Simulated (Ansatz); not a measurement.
**SnH3: a short molecular-dynamics run**

Aim: set SnH3 (an element-swapped structure, 8 atoms, not relaxed) in motion for 40 steps of 0.25 fs at constant energy, with velocities drawn for 900 K, and see how temperature, energy and positions respond.

Program: Ansatz 0.2.0. Level of theory: DFT PBE, plane waves, PAW, scalar-relativistic, no spin polarisation. These are calculated values, not measurements.

### 1 The system as given

The cell holds 8 atoms (H6Sn2): a = 4.974 Å, b = 4.974 Å, c = 5.254 Å, α = 118.26°, β = 118.26°, γ = 60.00°.

Structure file:

```
CELL_PARAMETERS angstrom
2.48724 4.30802 0.00000
-2.48724 4.30802 0.00000
0.00000 -2.87202 4.39900
ATOMIC_POSITIONS crystal
Sn 0.00000 0.00000 0.00000
Sn 0.50000 0.50000 0.50000
H 0.87800 0.62200 0.75000
H 0.25000 0.87800 0.75000
H 0.62200 0.25000 0.75000
H 0.12200 0.37800 0.25000
H 0.75000 0.12200 0.25000
H 0.37800 0.75000 0.25000
```

### 2 Dynamics

File input.yaml:

```yaml
crystal:
  lattice:
    - [2.48723875, 4.30802389, -1.6e-07]
    - [-2.48723875, 4.30802389, -1.6e-07]
    - [0.0, -2.87201576, 4.39899511]
  atoms:
    - { symbol: Sn, position: [0.0, 0.0, 0.0] }
    - { symbol: Sn, position: [0.5, 0.5, 0.5] }
    - { symbol: H, position: [0.878, 0.622, 0.75] }
    - { symbol: H, position: [0.25, 0.878, 0.75] }
    - { symbol: H, position: [0.622, 0.25, 0.75] }
    - { symbol: H, position: [0.122, 0.378, 0.25] }
    - { symbol: H, position: [0.75, 0.122, 0.25] }
    - { symbol: H, position: [0.378, 0.75, 0.25] }
kpoints:
  mp_grid: { grid: [4, 4, 3] }
magnetization:
  spin_polarized: false
scf:
  occupations: { method: cold, width: 0.15 }
  algorithm: density_mixing
  lower_state_search: standard
hamiltonian:
  pseudopotentials: { kind: paw }
  xc: pbe
basis:
  ecutwfc: 420
md:
  timestep: 0.25
  n_steps: 40
  ensemble: nve
  temperature: 900.0
  initial_velocities: maxwell_boltzmann
  seed: 639146
```

Run with:

```sh
$ ansatz run input.yaml --threads 2 --pin off --max-ram 2560MiB --backend cpu --events-out ev --progress --plain --runs-dir out
```

Output:

```text
Warning: md: disabling space-group detection — thermal motion breaks the input geometry's symmetry, so no spatial operation reduces the k-mesh or symmetrises the density; time reversal is kept, so that k and −k are solved as one point where they differ and the mesh holds both, and exact exchange and, on two spinor components, a DFT+U term hold to it where the run has them: on two components no moment then forms, and a state that bears one, which a typed moment (crystal.atoms[].spin; refused beside efield: under a hybrid functional) reaches, can lie lower, under hf by electronvolts; crystal.symmetry.detect: false (a key that needs symmetry detection or time reversal refuses this as the deck is read) with time_reversal: false beside it drops time reversal too
Warning: RAYON_NUM_THREADS=2 ignored (pool sized by the plan → 2); use --threads N
Engine: ansatz 0.2.0, aarch64-unknown-linux-gnu
Pseudopotentials: kind: paw
Pseudopotential: Sn, paw, valence charge 14, recommended cutoff 420 eV (normal), Sn.paw.azcp
Pseudopotential: H, paw, valence charge 1, recommended cutoff 420 eV (normal), H.paw.azcp
Functional definition: PBE
  parameter kappa = 0.804
  parameter beta = 0.06672455060314922
  exchange = pbe_x(kappa = kappa, mu = beta*pi^2/3)
  correlation = pbe_c(beta = beta)
Crystal: 8 atoms, lattice volume = 94.271 Å³
Basis set: ecut = 420 eV, 1851 PW (Γ), exchange–correlation on 72×72×72 points (8 copies of the dense FFT grid, shifted against one another)
Bands: 25, of which v1, the nominal top of the filled ones, is band 17 counted from 1 (16 counted from 0)
Symmetry: 1 space group operations
k-points: 26 of 48 (time reversal used)
Non-local potential: Sn, projectors of the file, l = 0: 2, l = 1: 2, l = 2: 2, l = 3: 2
Non-local potential: H, projectors of the file, l = 0: 2, l = 1: 1
PAW form: soft (Blöchl's): semilocal exchange-correlation on the pseudo side does not see the compensation charge
PAW one-centre angular grid: Sn, 590 points (default); XC on 64 Gauss nodes
PAW one-centre angular grid: H, 110 points (default); XC on 64 Gauss nodes
Initial density: superposition of atomic densities (neutral atoms: chi_scale 0, normalization atom), corrected by the library's trained network
Initial wavefunctions: pseudopotential atomic-orbital guess
Functional: x = pbe(κ = 0.804, μ = 0.2195149727645171), c = pbe(β = 0.06672455060314922)
SCF iter   1: F=—  HF=-12140.159022 eV  |F-HF|=—  |Δ(HF+E_count)|=         —  Δρ=4.73e-3  dr2=2.35e-2  ethr=1.77e-3  ⟨swp⟩=6.8  Hψ=3411  notcnv=0  defer=1
preconditioner: auto → none  [insulator: Δε(μ)=0.235 eV  Ē_g=19.795 eV  σ=0.150 eV  W_gap=0.91  n_scr=14 (ndim 8)  ℏωp=22.3 eV  f_vac=0.039  D(μ)=0.43/eV (n_scr^D=0)  ε∞_Penn≈2.3]
SCF iter   2: F=—  HF=-12140.152024 eV  |F-HF|=—  |Δ(HF+E_count)|=   7.00e-3  S|Δr|=    0.00e0  Δρ=1.61e-3  dr2=1.41e-3  ethr=6.92e-5  ⟨swp⟩=2.9  Hψ=1318  notcnv=0  defer=2
SCF iter   3: F=—  HF=-12140.151889 eV  |F-HF|=—  |Δ(HF+E_count)|=   1.35e-4  S|Δr|=    0.00e0  Δρ=4.70e-4  dr2=1.51e-4  ethr=4.14e-6  ⟨swp⟩=2.0  Hψ=901  notcnv=0  defer=2
SCF iter   4: F=—  HF=-12140.151980 eV  |F-HF|=—  |Δ(HF+E_count)|=   9.08e-5  S|Δr|=    0.00e0  Δρ=1.29e-4  dr2=9.15e-6  ethr=4.45e-7  ⟨swp⟩=2.0  Hψ=766  notcnv=0  defer=2
SCF iter   5: F=—  HF=-12140.151997 eV  |F-HF|=—  |Δ(HF+E_count)|=   1.71e-5  S|Δr|=    0.00e0  Δρ=1.87e-5  dr2=3.82e-7  ethr=2.69e-8  ⟨swp⟩=2.8  Hψ=1018  notcnv=0  defer=2
SCF iter   6: F=—  HF=-12140.151998 eV  |F-HF|=—  |Δ(HF+E_count)|=   6.44e-7  S|Δr|=    0.00e0  Δρ=4.80e-6  dr2=2.79e-8  ethr=1.12e-9  ⟨swp⟩=2.0  Hψ=773  notcnv=0  defer=2
SCF iter   7: F=-12140.151998 eV  HF=-12140.151998 eV  |F-HF|=3.73e-10  |Δ(HF+E_count)|=  4.97e-10  S|Δr|=    0.00e0  Δρ=1.25e-6  dr2=2.67e-9  ethr=2.35e-11  ⟨swp⟩=5.2  Hψ=2100  notcnv=0
SCF 1 converged in 7 iterations: F = -12140.151998 eV  dr2 = 2.67e-9
md step     0: t =     0.00 fs  T =   900.0 K  F+E_penalty+E_count = -12140.15199758 eV  E_kin = 0.814338 eV  conserved = -12139.33765959 eV  (7 SCF iters)
[... 11 lines left out ...]
md step     1: t =     0.25 fs  T =   898.4 K  F+E_penalty+E_count = -12140.15051956 eV  E_kin = 0.812861 eV  conserved = -12139.33765871 eV  (6 SCF iters)
[... 9 lines left out ...]
md step     2: t =     0.50 fs  T =   894.5 K  F+E_penalty+E_count = -12140.14705982 eV  E_kin = 0.809403 eV  conserved = -12139.33765708 eV  (6 SCF iters)
[... 1 line left out ...]
md step     3: t =     0.75 fs  T =   888.6 K  F+E_penalty+E_count = -12140.14165368 eV  E_kin = 0.804000 eV  conserved = -12139.33765409 eV  (6 SCF iters)
md step     4: t =     1.00 fs  T =   880.5 K  F+E_penalty+E_count = -12140.13435612 eV  E_kin = 0.796706 eV  conserved = -12139.33764972 eV  (6 SCF iters)
md step     5: t =     1.25 fs  T =   870.4 K  F+E_penalty+E_count = -12140.12524190 eV  E_kin = 0.787598 eV  conserved = -12139.33764395 eV  (2 SCF iters)
md step     6: t =     1.50 fs  T =   858.5 K  F+E_penalty+E_count = -12140.11440472 eV  E_kin = 0.776768 eV  conserved = -12139.33763679 eV  (3 SCF iters)
md step     7: t =     1.75 fs  T =   844.7 K  F+E_penalty+E_count = -12140.10195579 eV  E_kin = 0.764327 eV  conserved = -12139.33762869 eV  (2 SCF iters)
md step     8: t =     2.00 fs  T =   829.3 K  F+E_penalty+E_count = -12140.08802200 eV  E_kin = 0.750402 eV  conserved = -12139.33761982 eV  (3 SCF iters)
md step     9: t =     2.25 fs  T =   812.5 K  F+E_penalty+E_count = -12140.07274418 eV  E_kin = 0.735134 eV  conserved = -12139.33761023 eV  (2 SCF iters)
md step    10: t =     2.50 fs  T =   794.3 K  F+E_penalty+E_count = -12140.05627527 eV  E_kin = 0.718675 eV  conserved = -12139.33760017 eV  (6 SCF iters)
md step    11: t =     2.75 fs  T =   774.9 K  F+E_penalty+E_count = -12140.03877854 eV  E_kin = 0.701189 eV  conserved = -12139.33758956 eV  (2 SCF iters)
md step    12: t =     3.00 fs  T =   754.7 K  F+E_penalty+E_count = -12140.02042562 eV  E_kin = 0.682847 eV  conserved = -12139.33757829 eV  (3 SCF iters)
md step    13: t =     3.25 fs  T =   733.7 K  F+E_penalty+E_count = -12140.00139446 eV  E_kin = 0.663828 eV  conserved = -12139.33756662 eV  (3 SCF iters)
md step    14: t =     3.50 fs  T =   712.1 K  F+E_penalty+E_count = -12139.98186709 eV  E_kin = 0.644312 eV  conserved = -12139.33755508 eV  (2 SCF iters)
md step    15: t =     3.75 fs  T =   690.2 K  F+E_penalty+E_count = -12139.96202704 eV  E_kin = 0.624483 eV  conserved = -12139.33754383 eV  (2 SCF iters)
md step    16: t =     4.00 fs  T =   668.1 K  F+E_penalty+E_count = -12139.94205669 eV  E_kin = 0.604524 eV  conserved = -12139.33753285 eV  (2 SCF iters)
md step    17: t =     4.25 fs  T =   646.1 K  F+E_penalty+E_count = -12139.92213427 eV  E_kin = 0.584612 eV  conserved = -12139.33752218 eV  (2 SCF iters)
md step    18: t =     4.50 fs  T =   624.3 K  F+E_penalty+E_count = -12139.90243086 eV  E_kin = 0.564919 eV  conserved = -12139.33751203 eV  (2 SCF iters)
md step    19: t =     4.75 fs  T =   603.0 K  F+E_penalty+E_count = -12139.88310727 eV  E_kin = 0.545605 eV  conserved = -12139.33750269 eV  (3 SCF iters)
md step    20: t =     5.00 fs  T =   582.2 K  F+E_penalty+E_count = -12139.86431102 eV  E_kin = 0.526817 eV  conserved = -12139.33749447 eV  (6 SCF iters)
md step    21: t =     5.25 fs  T =   562.2 K  F+E_penalty+E_count = -12139.84617351 eV  E_kin = 0.508686 eV  conserved = -12139.33748754 eV  (2 SCF iters)
md step    22: t =     5.50 fs  T =   543.0 K  F+E_penalty+E_count = -12139.82880749 eV  E_kin = 0.491326 eV  conserved = -12139.33748188 eV  (2 SCF iters)
md step    23: t =     5.75 fs  T =   524.8 K  F+E_penalty+E_count = -12139.81230496 eV  E_kin = 0.474828 eV  conserved = -12139.33747745 eV  (3 SCF iters)
md step    24: t =     6.00 fs  T =   507.6 K  F+E_penalty+E_count = -12139.79673576 eV  E_kin = 0.459261 eV  conserved = -12139.33747431 eV  (2 SCF iters)
md step    25: t =     6.25 fs  T =   491.5 K  F+E_penalty+E_count = -12139.78214664 eV  E_kin = 0.444674 eV  conserved = -12139.33747262 eV  (2 SCF iters)
md step    26: t =     6.50 fs  T =   476.4 K  F+E_penalty+E_count = -12139.76856114 eV  E_kin = 0.431089 eV  conserved = -12139.33747248 eV  (2 SCF iters)
md step    27: t =     6.75 fs  T =   462.5 K  F+E_penalty+E_count = -12139.75598014 eV  E_kin = 0.418506 eV  conserved = -12139.33747381 eV  (2 SCF iters)
md step    28: t =     7.00 fs  T =   449.7 K  F+E_penalty+E_count = -12139.74438307 eV  E_kin = 0.406907 eV  conserved = -12139.33747640 eV  (2 SCF iters)
md step    29: t =     7.25 fs  T =   437.9 K  F+E_penalty+E_count = -12139.73372976 eV  E_kin = 0.396250 eV  conserved = -12139.33747999 eV  (2 SCF iters)
md step    30: t =     7.50 fs  T =   427.1 K  F+E_penalty+E_count = -12139.72396284 eV  E_kin = 0.386478 eV  conserved = -12139.33748449 eV  (6 SCF iters)
md step    31: t =     7.75 fs  T =   417.2 K  F+E_penalty+E_count = -12139.71501057 eV  E_kin = 0.377521 eV  conserved = -12139.33748979 eV  (2 SCF iters)
md step    32: t =     8.00 fs  T =   408.1 K  F+E_penalty+E_count = -12139.70679003 eV  E_kin = 0.369294 eV  conserved = -12139.33749555 eV  (2 SCF iters)
md step    33: t =     8.25 fs  T =   399.8 K  F+E_penalty+E_count = -12139.69921053 eV  E_kin = 0.361709 eV  conserved = -12139.33750143 eV  (2 SCF iters)
md step    34: t =     8.50 fs  T =   392.0 K  F+E_penalty+E_count = -12139.69217720 eV  E_kin = 0.354670 eV  conserved = -12139.33750725 eV  (3 SCF iters)
md step    35: t =     8.75 fs  T =   384.7 K  F+E_penalty+E_count = -12139.68559451 eV  E_kin = 0.348082 eV  conserved = -12139.33751293 eV  (2 SCF iters)
md step    36: t =     9.00 fs  T =   377.8 K  F+E_penalty+E_count = -12139.67936974 eV  E_kin = 0.341851 eV  conserved = -12139.33751828 eV  (2 SCF iters)
md step    37: t =     9.25 fs  T =   371.2 K  F+E_penalty+E_count = -12139.67341617 eV  E_kin = 0.335893 eV  conserved = -12139.33752308 eV  (2 SCF iters)
md step    38: t =     9.50 fs  T =   364.9 K  F+E_penalty+E_count = -12139.66765596 eV  E_kin = 0.330129 eV  conserved = -12139.33752713 eV  (2 SCF iters)
md step    39: t =     9.75 fs  T =   358.6 K  F+E_penalty+E_count = -12139.66202260 eV  E_kin = 0.324492 eV  conserved = -12139.33753031 eV  (2 SCF iters)
[... 9 lines left out ...]
md step    40: t =    10.00 fs  T =   352.5 K  F+E_penalty+E_count = -12139.65646288 eV  E_kin = 0.318930 eV  conserved = -12139.33753264 eV  (6 SCF iters)
SCF converged after 6 iterations
Stability not checked: this state was not tested for a lower state beside it, because cold or Methfessel-Paxton smearing, or corrected tetrahedra, fill the levels in a way that the test cannot read (fill_not_monotonic; see scf.lower_state_search)
Free energy (F): -12139.656463 eV
Harris-Foulkes:  -12139.656463 eV  (|F-HF|=1.98e-10)
Internal energy: -12139.661594 eV  (E = F + TS)
E sigma→0 (E₀):  -12139.658173 eV
Entropy (-TS):   0.005131 eV (0.641 meV/atom)
Fermi energy:    6.368188 eV
--- Per-component energies (eV) ---
  E_band       = -307.032302
  E_kinetic    = 456.380869
  E_local      = -2445.459615  (includes V_loc(G=0)·N_el)
  E_nonlocal   = -54.925718
  E_hartree    = 1357.837309
  E_xc         = -818.466662
  E_vxc        = -261.201604  (∫ρ·V_xc dr)
  E_paw        = -8277.852254  (= ΣΔE_a)
  E_vpaw       = -717.493932  (= ΣTr[D̂ρ^β])
  E_aug_tail   = -0.006814  (compensation charges beyond the density's cutoff)
  E_ewald      = -2357.168709
  E_smearing   = 0.005131  (= −TS)
  E_closure    = -0.000000  (closes the sum)
  Σ components = -12139.656463   (vs F -12139.656463, Δ=0.00e0)
--- Forces (eV/Å), atoms counted from 1 ---
  atom   1  Sn    -1.23058619     1.07371373     0.15870721
  atom   2  Sn    -0.06542923    -1.55807546    -0.32635277
  atom   3  H      0.52479075    -0.04465331    -0.05760695
  atom   4  H      0.25278053    -0.01387780    -0.03334873
  atom   5  H     -0.01791041     0.22791261    -0.40665384
  atom   6  H      0.46386961     0.05117764     0.58070366
  atom   7  H     -0.37332646    -0.03453793     0.12684423
  atom   8  H      0.44582036     0.29833601    -0.04229467
  max |Σ_I F_I| component: 8.97e-6 eV/Å
--- MD trajectory: 40 steps, t = 0.0 → 10.0 fs ---
  final state: T = 352.5 K   F+E_penalty+E_count = -12139.65646288 eV   E_kin = 0.318930 eV
  conserved energy: peak-to-peak 1.871e-4 eV (2.339e-5 eV/atom) over 10.0 fs
```

Run time: 67 s. Hardware: 2 threads of an Arm CPU, shared host; peak memory 0.37 GiB.

### 3 The trajectory

One step in 3; energies are changes from step 0; msd is the mean square displacement from the start, the centre of mass held:

```csv
time (fs),T (K),potential energy change (meV/atom),total energy change (meV/atom),msd H (Å²),msd Sn (Å²)
0.0,900,0.0,0.00,0.000,0.000
0.8,889,1.3,0.00,0.001,0.000
1.5,858,4.7,0.00,0.005,0.000
2.2,812,9.9,0.01,0.010,0.000
3.0,755,16.4,0.01,0.017,0.000
3.8,690,23.7,0.01,0.026,0.000
4.5,624,31.2,0.02,0.036,0.000
5.2,562,38.2,0.02,0.047,0.000
6.0,508,44.4,0.02,0.057,0.000
6.8,463,49.5,0.02,0.068,0.001
7.5,427,53.5,0.02,0.079,0.001
8.2,400,56.6,0.02,0.089,0.001
9.0,378,59.1,0.02,0.098,0.001
9.8,359,61.2,0.02,0.107,0.001
10.0,352,61.9,0.02,0.110,0.001
```

time (fs), T (K) and a bar:
```
      0.0        900 ##############################
      0.5        895 ##############################
      0.8        889 #############################
      1.2        870 ############################
      1.8        845 ###########################
      2.2        812 #########################
      2.5        794 ########################
      3.0        755 ######################
      3.5        712 ####################
      4.0        668 #################
      4.2        646 ################
      4.8        603 ##############
      5.2        562 ###########
      5.8        525 #########
      6.0        508 ########
      6.5        476 #######
      7.0        450 #####
      7.5        427 ####
      7.8        417 ####
      8.2        400 ###
      8.8        385 ##
      9.2        371 #
      9.5        365 #
     10.0        352
```

### 4 Snapshots as a file

Positions (Å) and forces (eV/Å):

```xyz
8
Lattice="2.487 4.308 0.000 -2.487 4.308 0.000 0.000 -2.872 4.399" Properties=species:S:1:pos:R:3:forces:R:3 pbc="T T T" time_fs=1.2 T=870 dE=0.0268
Sn    0.001   -0.003   -0.002   -0.173    0.130   -0.039
Sn    0.001    2.876    2.202   -0.026   -0.345   -0.145
H     0.572    4.314    3.267    0.284    0.088    0.070
H    -1.594    2.703    3.283   -0.012   -0.017   -0.034
H     0.912    1.580    3.345   -0.184    0.088   -0.160
H    -0.677    1.435    1.036   -0.068    0.106    0.157
H     1.592    3.040    1.097   -0.068   -0.052    0.085
H    -0.976    4.119    1.088    0.248    0.004    0.066
8
Lattice="2.487 4.308 0.000 -2.487 4.308 0.000 0.000 -2.872 4.399" Properties=species:S:1:pos:R:3:forces:R:3 pbc="T T T" time_fs=2.5 T=794 dE=0.0957
Sn    0.001   -0.007   -0.005   -0.383    0.265   -0.113
Sn    0.002    2.879    2.205   -0.049   -0.669   -0.278
H     0.511    4.321    3.235    0.384    0.206    0.152
H    -1.627    2.700    3.266    0.036   -0.028   -0.056
H     0.896    1.558    3.388   -0.281    0.151   -0.307
H    -0.718    1.436    0.974    0.020    0.172    0.281
H     1.622    3.040    1.096   -0.185   -0.105    0.151
H    -1.024    4.097    1.078    0.459    0.009    0.169
8
Lattice="2.487 4.308 0.000 -2.487 4.308 0.000 0.000 -2.872 4.399" Properties=species:S:1:pos:R:3:forces:R:3 pbc="T T T" time_fs=3.8 T=690 dE=0.1900
Sn    0.002   -0.010   -0.007   -0.614    0.410   -0.199
Sn    0.002    2.883    2.208   -0.068   -0.964   -0.389
H     0.456    4.331    3.206    0.457    0.326    0.227
H    -1.659    2.697    3.248    0.083   -0.034   -0.073
H     0.875    1.538    3.427   -0.337    0.190   -0.416
H    -0.759    1.439    0.916    0.105    0.201    0.376
H     1.649    3.039    1.097   -0.284   -0.150    0.203
H    -1.064    4.075    1.070    0.659    0.020    0.271
8
Lattice="2.487 4.308 0.000 -2.487 4.308 0.000 0.000 -2.872 4.399" Properties=species:S:1:pos:R:3:forces:R:3 pbc="T T T" time_fs=5.0 T=582 dE=0.2877
Sn    0.002   -0.013   -0.009   -0.838    0.564   -0.263
Sn    0.003    2.887    2.211   -0.081   -1.211   -0.465
H     0.408    4.346    3.181    0.505    0.405    0.269
H    -1.689    2.694    3.229    0.129   -0.036   -0.086
H     0.850    1.522    3.460   -0.346    0.213   -0.483
H    -0.798    1.445    0.864    0.188    0.201    0.448
H     1.671    3.036    1.101   -0.361   -0.176    0.238
H    -1.095    4.053    1.067    0.806    0.041    0.342
8
Lattice="2.487 4.308 0.000 -2.487 4.308 0.000 0.000 -2.872 4.399" Properties=species:S:1:pos:R:3:forces:R:3 pbc="T T T" time_fs=6.2 T=491 dE=0.3699
Sn    0.003   -0.017   -0.012   -1.023    0.715   -0.269
Sn    0.004    2.890    2.214   -0.087   -1.392   -0.495
H     0.368    4.366    3.159    0.530    0.406    0.259
H    -1.718    2.690    3.208    0.171   -0.034   -0.090
H     0.820    1.508    3.486   -0.309    0.225   -0.507
H    -0.834    1.454    0.819    0.268    0.179    0.503
H     1.688    3.030    1.108   -0.410   -0.177    0.249
H    -1.113    4.032    1.068    0.860    0.078    0.350
8
Lattice="2.487 4.308 0.000 -2.487 4.308 0.000 0.000 -2.872 4.399" Properties=species:S:1:pos:R:3:forces:R:3 pbc="T T T" time_fs=7.5 T=427 dE=0.4280
Sn    0.003   -0.020   -0.014   -1.150    0.853   -0.193
Sn    0.005    2.893    2.217   -0.084   -1.499   -0.475
H     0.335    4.393    3.141    0.537    0.318    0.192
H    -1.744    2.685    3.187    0.208   -0.029   -0.083
H     0.785    1.498    3.504   -0.232    0.230   -0.496
H    -0.866    1.465    0.781    0.343    0.143    0.543
H     1.699    3.021    1.120   -0.428   -0.150    0.232
H    -1.119    4.012    1.074    0.805    0.134    0.280
8
Lattice="2.487 4.308 0.000 -2.487 4.308 0.000 0.000 -2.872 4.399" Properties=species:S:1:pos:R:3:forces:R:3 pbc="T T T" time_fs=8.8 T=385 dE=0.4664
Sn    0.003   -0.023   -0.017   -1.215    0.973   -0.041
Sn    0.005    2.896    2.220   -0.075   -1.546   -0.413
H     0.310    4.425    3.126    0.534    0.157    0.078
H    -1.767    2.680    3.164    0.236   -0.022   -0.064
H     0.747    1.491    3.514   -0.130    0.231   -0.459
H    -0.894    1.479    0.751    0.410    0.098    0.569
H     1.704    3.010    1.134   -0.414   -0.100    0.190
H    -1.113    3.994    1.085    0.655    0.209    0.140
8
Lattice="2.487 4.308 0.000 -2.487 4.308 0.000 0.000 -2.872 4.399" Properties=species:S:1:pos:R:3:forces:R:3 pbc="T T T" time_fs=10.0 T=352 dE=0.4955
Sn    0.003   -0.026   -0.019   -1.231    1.074    0.159
Sn    0.006    2.899    2.222   -0.065   -1.558   -0.326
H     0.294    4.459    3.112    0.525   -0.045   -0.058
H    -1.787    2.675    3.140    0.253   -0.014   -0.033
H     0.706    1.488    3.518   -0.018    0.228   -0.407
H    -0.915    1.494    0.730    0.464    0.051    0.581
H     1.702    2.998    1.152   -0.373   -0.035    0.127
H    -1.098    3.979    1.098    0.446    0.298   -0.042
```

### 5 Outcome

```
                             quantity                          value
                               length            40 steps of 0.25 fs
     temperature, first and last step                  900 and 352 K
             temperature, second half  mean 442 K, from 352 to 582 K
        potential energy, second half    +52 meV/atom from the start
   largest change of the total energy                  0.02 meV/atom
mean square displacement, second half           H 0.078, Sn 0.001 Å²
```

The temperature starts at 900 K and averages 442 K in the second half, where it still falls, from 582 to 352 K. The total energy strays from its start by at most 0.02 meV/atom, under 0.1 % of the mean kinetic energy, so a step of 0.25 fs is short enough over this time. The farthest move is 0.47 Å, against a mean nearest distance of 1.9 Å at the start: no atom has changed site so far. Settings off the usual here: scf.algorithm, scf.lower_state_search. Averages from a run of 10 fs with 8 atoms are rough. The nuclei move classically, without zero-point motion, which matters most for hydrogen. The k-mesh is coarse for this cell.
